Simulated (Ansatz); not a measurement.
## Zone-centre phonons of SiO2: input and output

All numbers below come from DFT LDA, scalar-relativistic, plane waves, PAW in Ansatz 0.2.0.

Launched with:
```bash
ansatz run input.yaml --threads 4 --pin off --max-ram 12288MiB --backend cpu --events-out ev --progress --plain --runs-dir out
```

Input (bare energies are in eV):
```yaml
crystal:
  lattice:
    - [0.0, 4.6986710264, 7.3419730999]
    - [2.3471506475, 0.0, 7.3419730999]
    - [2.3471506475, 4.6986710264, 0.0]
  atoms:
    - { symbol: Si, position: [0.5630813198, 0.5630813198, 0.9369186802] }
    - { symbol: Si, position: [0.3130813198, 0.3130813198, 0.6869186802] }
    - { symbol: Si, position: [0.6869186802, 0.6869186802, 0.3130813198] }
    - { symbol: Si, position: [0.9369186802, 0.9369186802, 0.5630813198] }
    - { symbol: O, position: [0.625, 0.125, 0.625] }
    - { symbol: O, position: [0.625, 0.625, 0.125] }
    - { symbol: O, position: [0.625, 0.625, 0.625] }
    - { symbol: O, position: [0.125, 0.625, 0.625] }
    - { symbol: O, position: [0.1856413953, 0.8143586047, 0.1856413953] }
    - { symbol: O, position: [0.8143586047, 0.1856413953, 0.8143586047] }
    - { symbol: O, position: [0.4356413953, 0.0643586047, 0.4356413953] }
    - { symbol: O, position: [0.0643586047, 0.4356413953, 0.0643586047] }
basis:
  ecutwfc: 420
kpoints:
  mp_grid: { grid: [6, 6, 6] }
hamiltonian:
  xc: lda
scf:
  occupations: { method: fixed }
output:
  eigenvalues: true
phonons:
  method: dfpt
  dielectric: true
  rigid_motions: translations
```

The end of the output:
```
--- Phonons (Γ-DFPT): 9 representative perturbations + reference, on 112 of 216 k-points (Σ response iterations 36) ---
  k mesh reduced under 1 symmetry operation, with k and −k counted as one. Each operation leaves every solved perturbation unchanged. A smaller set is not considered because the run solves the response ...
  ASR residual: 8.256e-5 → 0.000e0 eV/Å²; symmetrization residual: 3.392e-6 eV/Å²
  ASR residual per site (eV/Å²): 1.46e-5 1.46e-5 1.46e-5 1.46e-5 1.09e-5 1.09e-5 1.09e-5 1.09e-5 8.26e-5 8.26e-5 8.26e-5 8.26e-5
  Γ frequencies (cm⁻¹): -48.29 -29.95 0.00 0.00 0.00 61.06 119.93 160.27 237.79 297.39 301.34 314.93 328.42 343.80 345.52 357.53 410.68 418.25 428.87 441.99 451.50 574.38 635.68 748.31 766.93 781.72 791.08 819.62 1053.82 1054.56 1059.15 ...
  ε∞ (high-frequency dielectric tensor):
        2.402528    -0.000000    -0.000000
        0.000000     2.346821     0.000000
       -0.000000     0.000000     2.400988
  softest optical mode at Γ: -48.29 cm⁻¹; the repairs (sum rule, projections) moved no ω² at Γ by more than (1.89 cm⁻¹)²
  Born effective charges Z* (e; rows j = field, columns β = displacement):
    site 0:
         3.46027    0.07749    0.00000
         0.51192    3.27044   -0.00000
         0.00000    0.00000    3.46143
    site 1:
         3.46027   -0.07749    0.00000
        -0.51192    3.27044    0.00000
        -0.00000    0.00000    3.46143
    site 2:
         3.46027    0.07749   -0.00000
         0.51192    3.27044   -0.00000
         0.00000    0.00000    3.46143
    site 3:
         3.46027   -0.07749   -0.00000
        -0.51192    3.27044    0.00000
        -0.00000    0.00000    3.46143
    site 4:
        -1.31731    0.54486    0.36334
         0.63145   -2.15624   -0.93474
         0.38746   -0.93161   -1.76286
    site 5:
        -1.31731   -0.54486   -0.36334
        -0.63145   -2.15624   -0.93474
        -0.38746   -0.93161   -1.76286
    site 6:
        -1.31731   -0.54486    0.36334
        -0.63145   -2.15624    0.93474
         0.38746    0.93161   -1.76286
    site 7:
        -1.31731    0.54486   -0.36334
         0.63145   -2.15624    0.93474
        -0.38746    0.93161   -1.76286
    site 8:
        -2.14296    0.00000    0.80069
         0.00000   -1.11420   -0.00000
         0.76973    0.00000   -1.69857
    site 9:
        -2.14296    0.00000   -0.80069
         0.00000   -1.11420   -0.00000
        -0.76973    0.00000   -1.69857
    site 10:
        -2.14296    0.00000   -0.80069
         0.00000   -1.11420    0.00000
        -0.76973    0.00000   -1.69857
    site 11:
        -2.14296    0.00000    0.80069
         0.00000   -1.11420    0.00000
         0.76973    0.00000   -1.69857
  Z* charge neutrality: 7.287e-5 e pre-enforcement
  k-mesh period / interband length: 28.2 Å / 0.98 Å = 28.83 at k = (0.0000, 0.0000, 0.0000), direct gap 5.599 eV — 14 or more, which is no proof of convergence
  optical modes at Γ without the LO–TO term, one row a degenerate level:
      ω (cm⁻¹) modes IR ((D/Å)²/amu)
        -48.29      1             0.0054
        -29.95      1             0.0247
         61.06      1             0.0057
        119.93      1             0.0000
        160.27      1             0.0000
        237.79      1             0.7101
        297.39      1             0.0000
        301.34      1             2.3137
        314.93      1             0.0000
        328.42      1             3.0945
        343.80      1             0.0000
        345.52      1             0.0000
        357.53      1             3.1339
        410.68      1            15.2941
        418.25      1            15.4191
        428.87      1             0.0000
        441.99      1             0.0000
        451.50      1             8.6387
        574.38      1             0.0000
        635.68      1             0.0000
        748.31      1             0.0000
        766.93      1             0.0000
        781.72      1             0.0000
        791.08      1            11.5352
        819.62      1             0.0000
       1053.82      1            55.2391
       1054.56      1             0.0000
       1059.15      1            44.1871
       1143.73      1             8.3936
       1143.96      1            54.8119
       1159.40      1             0.0000
       1176.13      1            19.7757
       1264.42      1             0.0000
  optical modes at Γ + LO–TO along q̂ = [1.0000, 0.0000, 0.0000]:
      ω (cm⁻¹) modes IR ((D/Å)²/amu)
        -48.13      1             0.0014
        -29.95      1             0.0247
         61.19      1             0.0015
        119.93      1             0.0000
        160.27      1             0.0000
        237.79      1             0.7101
        297.39      1             0.0000
        301.34      1             2.3137
        314.93      1             0.0000
        337.30      1             0.3552
        343.80      1             0.0000
        345.52      1             0.0000
        357.53      1             3.1339
        418.25      1            15.4191
        428.87      1             0.0000
        441.99      1             0.0000
        451.50      1             8.6387
        485.20      1             8.9926
        574.38      1             0.0000
        635.68      1             0.0000
        748.31      1             0.0000
        766.93      1             0.0000
        781.72      1             0.0000
        791.08      1            11.5352
        819.62      1             0.0000
       1054.56      1             0.0000
       1059.15      1            44.1871
       1124.54      1             4.9147
       1143.96      1            54.8119
       1159.40      1             0.0000
       1176.13      1            19.7757
       1237.36      1            67.7670
       1264.42      1             0.0000
  optical modes at Γ + LO–TO along q̂ = [0.0000, 1.0000, 0.0000]:
      ω (cm⁻¹) modes IR ((D/Å)²/amu)
        -48.29      1             0.0054
        -28.57      1             0.0084
         61.06      1             0.0057
        119.93      1             0.0000
        160.27      1             0.0000
        237.79      1             0.7101
        297.39      1             0.0000
        312.87      1             0.6763
        314.93      1             0.0000
        328.42      1             3.0945
        343.80      1             0.0000
        345.52      1             0.0000
        357.53      1             3.1339
        410.68      1            15.2941
        418.25      1            15.4191
        428.87      1             0.0000
        441.99      1             0.0000
        489.20      1             4.4718
        574.38      1             0.0000
        635.68      1             0.0000
        748.31      1             0.0000
        766.93      1             0.0000
        781.72      1             0.0000
        819.62      1             0.0000
        820.64      1             6.0339
       1053.82      1            55.2391
       1054.56      1             0.0000
       1059.15      1            44.1871
       1143.73      1             8.3936
       1159.40      1             0.0000
       1176.13      1            19.7757
       1264.42      1             0.0000
       1285.42      1            66.1339
  optical modes at Γ + LO–TO along q̂ = [0.0000, 0.0000, 1.0000]:
      ω (cm⁻¹) modes IR ((D/Å)²/amu)
        -48.29      1             0.0054
        -29.95      1             0.0247
         61.06      1             0.0057
        119.93      1             0.0000
        160.27      1             0.0000
        241.35      1             0.1354
        297.39      1             0.0000
        301.34      1             2.3137
        314.93      1             0.0000
        328.42      1             3.0945
        343.80      1             0.0000
        345.52      1             0.0000
        364.74      1             0.2671
        410.68      1            15.2941
        428.87      1             0.0000
        441.99      1             0.0000
        451.50      1             8.6387
        495.12      1             9.6383
        574.38      1             0.0000
        635.68      1             0.0000
        748.31      1             0.0000
        766.93      1             0.0000
        781.72      1             0.0000
        791.08      1            11.5352
        819.62      1             0.0000
       1053.82      1            55.2391
       1054.56      1             0.0000
       1121.83      1             9.1038
       1143.73      1             8.3936
       1143.96      1            54.8119
       1159.40      1             0.0000
       1264.42      1             0.0000
       1275.13      1            64.0813
```

It took 4.3 min on 4 threads of Intel(R) Xeon(R) 6975P-C (Granite Rapids) (shared host), peak memory 3.3 GiB.

Negative frequencies stand for imaginary ones: the cell is unstable against these modes.

This form isn't the usual stable structure of the compound.